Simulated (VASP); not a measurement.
# Sb (Pm-3m) in VASP: notebook

One crystal, Sb, is run at these levels: PBE, PW91; tasks: RPA correlation energy, band structure.

All numbers are computed with VASP 6.6.1; they aren't measurements. Logs are shortened: lines on timing, memory, paths and dates and some standing lists are left out, and cuts for length are marked.

**1. Starting point**

It takes space group Pm-3m (No. 221, cubic). The conventional cell has a = 3.160 Å, b = 3.160 Å, c = 3.160 Å, α = 90.00°, β = 90.00°, γ = 90.00°. Around Sb (site symmetry m-3m) lie 6 Sb at 3.16 Å.

This isn't the form of Sb at room conditions, which is rhombohedral.

**2. RPA correlation energy, PBE (volume scaled by 0.96)**

The input, POSCAR:

```
Sb
1.0
    3.1172920620      0.0000000000      0.0000000000
    0.0000000000      3.1172920620      0.0000000000
    0.0000000000      0.0000000000      3.1172920620
Sb
1
Direct
    0.0000000000      0.0000000000      0.0000000000
```

The input, INCAR.step1:

```
  ALGO = Normal
  EDIFF = 1E-8
  ENCUT = 400
  GGA = PE
  ISMEAR = 0
  LASPH = True
  LCHARG = False
  LREAL = False
  LWAVE = True
  NELM = 80
  PREC = Accurate
  SIGMA = 0.05
```

The input, INCAR.step2:

```
  AEXX = 1.0
  AGGAC = 0.0
  ALDAC = 0.0
  ALGO = EIGENVAL
  EDIFF = 1E-8
  ENCUT = 400
  GGA = PE
  ISMEAR = 0
  ISTART = 1
  LASPH = True
  LCHARG = False
  LHFCALC = True
  LREAL = False
  LWAVE = False
  NELM = 1
  PREC = Accurate
  PRECFOCK = Fast
  SIGMA = 0.05
```

The input, INCAR.step3:

```
  ALGO = Exact
  EDIFF = 1E-8
  ENCUT = 400
  GGA = PE
  ISMEAR = 0
  ISTART = 1
  LASPH = True
  LCHARG = False
  LOPTICS = True
  LREAL = False
  LWAVE = True
  NBANDS = 562
  NELM = 1
  PREC = Accurate
  SIGMA = 0.05
```

The input, INCAR.step4:

```
  ALGO = ACFDT
  EDIFF = 1E-8
  ENCUT = 400
  ENCUTGW = 200
  GGA = PE
  ISMEAR = 0
  ISTART = 1
  LASPH = True
  LCHARG = False
  LREAL = False
  LWAVE = False
  NBANDS = 562
  NELM = 80
  NOMEGA = 12
  PREC = Accurate
  PRECFOCK = Fast
  SIGMA = 0.05
```

The input, KPOINTS:

```
k-points
0
Gamma
  4 4 4
```

Potentials or basis: VASP PAW PBE potentials, release 64 (Sb_d_GW).

Launch:

```console
$ cat potpaw_PBE.64/Sb_d_GW/POTCAR > POTCAR
$ cp INCAR.step1 INCAR
$ mpirun -np 1 vasp_std > vasp.out
$ cp INCAR.step2 INCAR
$ mpirun -np 1 vasp_std > vasp.out
$ cp INCAR.step3 INCAR
$ mpirun -np 1 vasp_std > vasp.out
$ cp INCAR.step4 INCAR
$ mpirun -np 1 vasp_std > vasp.out
```

OUTCAR:

```text
EDIFF = 1E-8
   ENCUT = 400
   ENCUTGW = 200
   GGA = PE
   ISMEAR = 0
   ISTART = 1
   LASPH = True
   LREAL = False
   NELM = 80
   PREC = Accurate
   PRECFOCK = Fast

 ion  position               nearest neighbor table
   1  0.000  0.000  0.000-

  LATTYP: Found a simple cubic cell.
 ALAT       =     3.1172920620

  Lattice vectors:

 A1 = (   3.1172920620,   0.0000000000,   0.0000000000)
 A2 = (   0.0000000000,   3.1172920620,   0.0000000000)
 A3 = (   0.0000000000,   0.0000000000,   3.1172920620)

Analysis of symmetry for initial positions (statically):
=====================================================================
 Subroutine PRICEL returns:
 Original cell was already a primitive cell.

 Routine SETGRP: Setting up the symmetry group for a
 simple cubic supercell.

 Subroutine GETGRP returns: Found 48 space group operations
 (whereof 48 operations were pure point group operations)
 out of a pool of 48 trial point group operations.

The static configuration has the point symmetry O_h .

Analysis of symmetry for dynamics (positions and initial velocities):
=====================================================================
 Subroutine PRICEL returns:
 Original cell was already a primitive cell.

 Routine SETGRP: Setting up the symmetry group for a
 simple cubic supercell.

 Subroutine GETGRP returns: Found 48 space group operations
 (whereof 48 operations were pure point group operations)
 out of a pool of 48 trial point group operations.

The dynamic configuration has the point symmetry O_h .

 Subroutine INISYM returns: Found 48 space group operations
 (whereof 48 operations are pure point group operations),
 and found     1 'primitive' translations

----------------------------------------------------------------------------------------

                                     Primitive cell

  volume of cell :      30.2923

  direct lattice vectors                    reciprocal lattice vectors
     3.117292062  0.000000000  0.000000000     0.320791244  0.000000000  0.000000000
     0.000000000  3.117292062  0.000000000     0.000000000  0.320791244  0.000000000
     0.000000000  0.000000000  3.117292062     0.000000000  0.000000000  0.320791244

  length of vectors
     3.117292062  3.117292062  3.117292062     0.320791244  0.320791244  0.320791244

  position of ions in fractional coordinates (direct lattice)
     0.000000000  0.000000000  0.000000000

  ion indices of the primitive-cell ions
   primitive index   ion index
                 1           1

----------------------------------------------------------------------------------------

 KPOINTS: k-points

Automatic generation of k-mesh.
 Grid dimensions read from file:
 generate k-points for:    4    4    4

 Generating k-lattice:

  Cartesian coordinates                     Fractional coordinates (reciprocal lattice)
     0.080197811  0.000000000  0.000000000     0.250000000  0.000000000  0.000000000
     0.000000000  0.080197811  0.000000000     0.000000000  0.250000000  0.000000000
     0.000000000  0.000000000  0.080197811     0.000000000  0.000000000  0.250000000

  Length of vectors
     0.080197811  0.080197811  0.080197811

  Shift w.r.t. Gamma in fractional coordinates (k-lattice)
     0.000000000  0.000000000  0.000000000

 Subroutine IBZKPT returns following result:
 ===========================================

 Found     10 irreducible k-points:

 Following reciprocal coordinates:
            Coordinates               Weight
  0.000000  0.000000  0.000000      1.000000
  0.250000  0.000000  0.000000      6.000000
  0.500000  0.000000  0.000000      3.000000
  0.250000  0.250000  0.000000     12.000000
  0.500000  0.250000  0.000000     12.000000
  0.500000  0.500000  0.000000      3.000000
  0.250000  0.250000  0.250000      8.000000
  0.500000  0.250000  0.250000     12.000000
  0.500000  0.500000  0.250000      6.000000
  0.500000  0.500000  0.500000      1.000000
   k-points           NKPTS =     10   k-points in BZ     NKDIM =     64   number of bands    NBANDS=    562
   number of dos      NEDOS =    301   number of ions     NIONS =      1
   total plane-waves  NPLWV =   8000
   dimension x,y,z NGX =    20 NGY =   20 NGZ =   20
   dimension x,y,z NGXF=    40 NGYF=   40 NGZF=   40
   ions per type =               1
   NGX,Y,Z   is equivalent  to a cutoff of  10.67, 10.67, 10.67 a.u.
   NGXF,Y,Z  is equivalent  to a cutoff of  21.33, 21.33, 21.33 a.u.
 SYSTEM =  unknown system
   PREC   = accura    normal or accurate (medium, high low for compatibility)
   ISTART =      1    job   : 0-new  1-cont  2-samecut
   ICHARG =      0    charge: 1-file 2-atom 10-const
   ISPIN  =      1    spin polarized calculation?
   LNONCOLLINEAR =      F non collinear calculations
   LSORBIT =      F    spin-orbit coupling
   LASPH  =      T    aspherical Exc in radial PAW
   ENCUT  =  400.0 eV  29.40 Ry    5.42 a.u.   5.08  5.08  5.08*2*pi/ulx,y,z
   NELM   =     80;   NELMIN=  2; NELMDL=  0     # of ELM steps
   EDIFF  = 0.1E-07   stopping-criterion for ELM
   LREAL  =      F    real-space projection
   EDIFFG = 0.1E-06   stopping-criterion for IOM
   NSW    =      0    number of steps for IOM
   IBRION =     -1    ionic relax: 0-MD 1-quasi-New 2-CG
   NFREE  =      0    steps in history (QN), initial steepest desc. (CG)
   ISIF   =      0    stress and relaxation
   ISYM   =      3    0-nonsym 1-usesym 2-fastsym
   POTIM  = 0.5000    time-step for ionic-motion
   TEBEG  =    0.0;   TEEND  =   0.0 temperature during run
   PSTRESS=    0.0 pullay stress
   NELECT =      15.0000    total number of electrons
   NUPDOWN=      -1.0000    fix difference up-down
   EMIN   =  10.00;   EMAX   =-10.00  energy-range for DOS
   EFERMI =   0.00;   METHOD = LEGACY
   ISMEAR =     0;   SIGMA  =   0.05  broadening in eV -4-tet -1-fermi 0-gaus
   EFERMI_NEDOS =   21; number of points for ismear=-14 and -15
   IALGO  =     38    algorithm
   IMIX   =      4    mixing-type and parameters
     AMIX     =   0.40;   BMIX     =  1.00
     AMIX_MAG =   1.60;   BMIX_MAG =  1.00
  volume/ion in A,a.u.               =      30.29       204.42
  Fermi-wavevector in a.u.,A,eV,Ry     =   1.295173  2.447522 22.823404  1.677473
  Thomas-Fermi vector in A             =   2.426709
   LORBIT       =      0    0 simple, 1 ext, 2 COOP (PROOUT), +10 PAW based schemes
   GGA     = PE    functional components
   LHFCALC =     T    Hartree Fock is set to
   PRECFOCK=fast      Normal, Fast or Accurate (Low or Medium for compatibility)
   ENCUT4O =  -1.0   cutoff for four orbital integrals eV
   NKREDX  =     1    reduce k-point grid by
   NKREDY  =     1    reduce k-point grid by
   NKREDZ  =     1    reduce k-point grid by
   AEXX    =    1.0000 exact exchange contribution
   HFSCREEN=    0.0000 screening length (either q_TF or 0.3 A-1)
   HFSCREENC=   0.0000 screening length for correlation (either q_TF or 0.3 A-1)
   ENCUTFOCK=  -1.0 apply spherical cutoff to Coloumb kernel
   IVDW    =     0    specifies the selected vdW correction
   LEPSILON=     F    determine dielectric tensor
   LRPA    =     F    only Hartree local field effects (RPA)
   LRPAFORCE           =     F    calculate RPA forces
   ENCUTGW             = 200.0    cutoff for response function in eV
   ENCUTGWSOFT         = 160.0    soft cutoff for Coulomb kernel in GW response function in eV
   ENCUTLF             =  -1.0    cutoff for local field effects
   NELMGW              =     1    number of iterations in solving QP/BSE equation
   NELMHF              =     1    number of iterations in the inner HF iteration
   NKREDLFX            =     1    NKREDLFY  =   1   NKREDLFZ  =   1
 non-spin polarized calculation
 Gauss-broadening in eV      SIGMA  =   0.05
  energy-cutoff  :      400.00
  volume of cell :       30.29
 maximum number of plane-waves:       562
  NGX = 12; NGY = 12; NGZ = 12
   NGX = 11   NGY = 11   NGZ = 11
 maximum number of plane-waves:       208

      cutoff energy     smooth cutoff   RPA   correlation   Hartree contr. to MP2
---------------------------------------------------------------------------------
            200.000           160.000      -18.7389704419     -100.8498921315
            190.476           152.381      -18.5915372615     -100.6501150343
            181.406           145.125      -18.4332180365     -100.4343357604
            172.768           138.214      -18.2642917099     -100.2032343555
            164.541           131.632      -18.0809933466      -99.9518005609
            156.705           125.364      -17.8883004505      -99.6864748592
            149.243           119.394      -17.6840976744      -99.4044065435
            142.136           113.709      -17.4686663297      -99.1064339978
  linear regression
  converged value                          -20.6365236854     -103.4580907563
```

Wall time 5.7 min (1 thread of Intel Xeon 6975P-C (Granite Rapids), shared host); peak memory 0.49 GiB.

What came out:

```
Band gap on the k mesh, mean-field level : none (metal or under the smearing width)
RPA correlation energy                   : -20.637 eV/atom
RPA total energy per cell                : -27.896 eV
RPA correlation energy per cell          : -20.637 eV
```

Levels at points of the mesh, in eV from the Fermi level:
| k point | band 3 | band 4 | band 5 | band 6 | band 7 | band 8 | band 9 | band 10 | band 11 |
| --- | --- | --- | --- | --- | --- | --- | --- | --- | --- |
| (0.00, 0.00, 0.00) | -29.22 | -29.22 | -29.22 | -12.44 | 3.06 | 3.06 | 3.06 | 6.96 | 6.96 |
| (0.50, 0.00, 0.00) | -29.27 | -29.24 | -29.22 | -10.07 | -5.62 | 5.01 | 5.01 | 9.28 | 10.38 |
| (0.50, 0.50, 0.00) | -29.26 | -29.26 | -29.16 | -7.57 | -3.63 | -3.63 | 2.12 | 6.98 | 12.96 |
| (0.50, 0.50, 0.50) | -29.31 | -29.15 | -29.15 | -4.81 | -1.75 | -1.75 | -1.75 | 4.77 | 4.77 |

Caveat: the k mesh is coarse (spacing up to 0.50 Å⁻¹), so the values aren't converged; the ground state has no gap, which makes the many-body step unreliable. The run has no spin-orbit coupling, so splittings on Sb are missing.

**3. Band structure, PW91, collinear spin, zero start**

The input, INCAR:

```
PREC = Accurate
ENCUT = 500
EDIFF = 1E-7
ISMEAR = -1
SIGMA = 0.1
LREAL = F
LASPH = T
NELM = 60
ALGO = Normal
ISIF = 2
LWAVE = F
LCHARG = F
ISPIN = 2
MAGMOM = 0
LORBIT = 11
GGA = 91
```

The input, KPOINTS:

```
regular mesh
0
Gamma
  8 8 8
```

The input, POSCAR:

```
Sb
1.0
    3.1600000000      0.0000000000      0.0000000000
    0.0000000000      3.1600000000      0.0000000000
    0.0000000000      0.0000000000      3.1600000000
Sb
1
Direct
    0.0000000000      0.0000000000      0.0000000000
```

The input, KPOINTS_OPT:

```
path GXMGRX,MR
10
line-mode
reciprocal
 0.0000000000  0.0000000000  0.0000000000  G
 0.0000000000  0.5000000000  0.0000000000  X

 0.0000000000  0.5000000000  0.0000000000  X
 0.5000000000  0.5000000000  0.0000000000  M

 0.5000000000  0.5000000000  0.0000000000  M
 0.0000000000  0.0000000000  0.0000000000  G

 0.0000000000  0.0000000000  0.0000000000  G
 0.5000000000  0.5000000000  0.5000000000  R

 0.5000000000  0.5000000000  0.5000000000  R
 0.0000000000  0.5000000000  0.0000000000  X

 0.5000000000  0.5000000000  0.0000000000  M
 0.5000000000  0.5000000000  0.5000000000  R
```

Potentials or basis: VASP PAW PBE potentials, release 64 (Sb).

Launch:

```console
$ cat potpaw_PBE.64/Sb/POTCAR > POTCAR
$ mpirun -np 1 vasp_std > vasp.out
```

Wall time 14 s (1 thread of Intel Xeon Platinum 8488C (Sapphire Rapids), shared host); peak memory 0.15 GiB.

Results (log left out):

```
Free energy                                           : -4.0988 eV
Pressure                                              : -2.1 GPa
Band gap along the path                               : none (metal or under the smearing width)
Net moment                                            : 0.00 μB per cell
Valence electrons inside the program's atomic spheres : Sb 2.35
```

Levels at the corners of the path, in eV from the Fermi level:
Spin up:
```
point  band 1  band 2  band 3  band 4  band 5  band 6
    Γ  -11.92    3.16    3.16    3.16    6.94    6.94
    X   -9.70   -5.15    4.98    4.98    8.92   10.51
    X   -9.70   -5.15    4.98    4.98    8.92   10.51
    M   -7.36   -3.25   -3.25    2.46    6.80   12.47
    M   -7.36   -3.25   -3.25    2.46    6.80   12.47
    Γ  -11.92    3.16    3.16    3.16    6.94    6.94
    Γ  -11.92    3.16    3.16    3.16    6.94    6.94
    R   -4.79   -1.47   -1.47   -1.47    4.98    4.98
    R   -4.79   -1.47   -1.47   -1.47    4.98    4.98
    X   -9.70   -5.15    4.98    4.98    8.92   10.51
    M   -7.36   -3.25   -3.25    2.46    6.80   12.47
    R   -4.79   -1.47   -1.47   -1.47    4.98    4.98
```
Spin down:
| point | band 1 | band 2 | band 3 | band 4 | band 5 | band 6 |
| --- | --- | --- | --- | --- | --- | --- |
| Γ | -11.92 | 3.16 | 3.16 | 3.16 | 6.94 | 6.94 |
| X | -9.70 | -5.15 | 4.98 | 4.98 | 8.92 | 10.51 |
| X | -9.70 | -5.15 | 4.98 | 4.98 | 8.92 | 10.51 |
| M | -7.36 | -3.25 | -3.25 | 2.46 | 6.80 | 12.47 |
| M | -7.36 | -3.25 | -3.25 | 2.46 | 6.80 | 12.47 |
| Γ | -11.92 | 3.16 | 3.16 | 3.16 | 6.94 | 6.94 |
| Γ | -11.92 | 3.16 | 3.16 | 3.16 | 6.94 | 6.94 |
| R | -4.79 | -1.47 | -1.47 | -1.47 | 4.98 | 4.98 |
| R | -4.79 | -1.47 | -1.47 | -1.47 | 4.98 | 4.98 |
| X | -9.70 | -5.15 | 4.98 | 4.98 | 8.92 | 10.51 |
| M | -7.36 | -3.25 | -3.25 | 2.46 | 6.80 | 12.47 |
| R | -4.79 | -1.47 | -1.47 | -1.47 | 4.98 | 4.98 |

Caveat: the PAW data sets were made with another functional, which shifts forces and pressure a little; spin-orbit coupling is left out, which moves the levels of the heavy elements.

**4. The reference run**

An earlier run on the cell as given: functional PBE; potentials or basis VASP PAW PBE potentials, release 64 (Sb); cutoff 520 eV; k mesh 8 × 8 × 8; occupations fermi-dirac, width 0.05 eV; no spin polarisation.

* Pressure: -2.3 GPa
* Band gap on the k mesh: none (metal or under the smearing width)

**5. The runs side by side**

| task | level | potentials or basis | spin | cell | k mesh | cutoff (eV) | smearing | cutoff of the response function | frequency points | mesh quality | pressure (GPa) |
| --- | --- | --- | --- | --- | --- | --- | --- | --- | --- | --- | --- |
| RPA correlation energy | PBE | VASP PAW PBE potentials, release 64 (Sb_d_GW) | off | volume scaled by 0.96 | 4 × 4 × 4 | 400 | gaussian 0.05 eV | 200 | 12 | coarse | - |
| band structure | PW91 | VASP PAW PBE potentials, release 64 (Sb) | collinear, zero start | as given | 8 × 8 × 8 | 500 | fermi-dirac 0.1 eV | - | - | not flagged | -2.1 |
| single point | PBE | VASP PAW PBE potentials, release 64 (Sb) | off | as given | 8 × 8 × 8 | 520 | fermi-dirac 0.05 eV | - | - | not flagged | -2.3 |

Caveats: some runs use coarse meshes; the ground state has no gap, which makes the many-body step unreliable (some runs); the PAW data sets were made with another functional, which shifts forces and pressure a little (some runs); spin-orbit coupling is left out, which moves the levels of the heavy elements (some runs).

Total energies depend on the potentials used, so only differences within one code and one set of settings carry meaning.
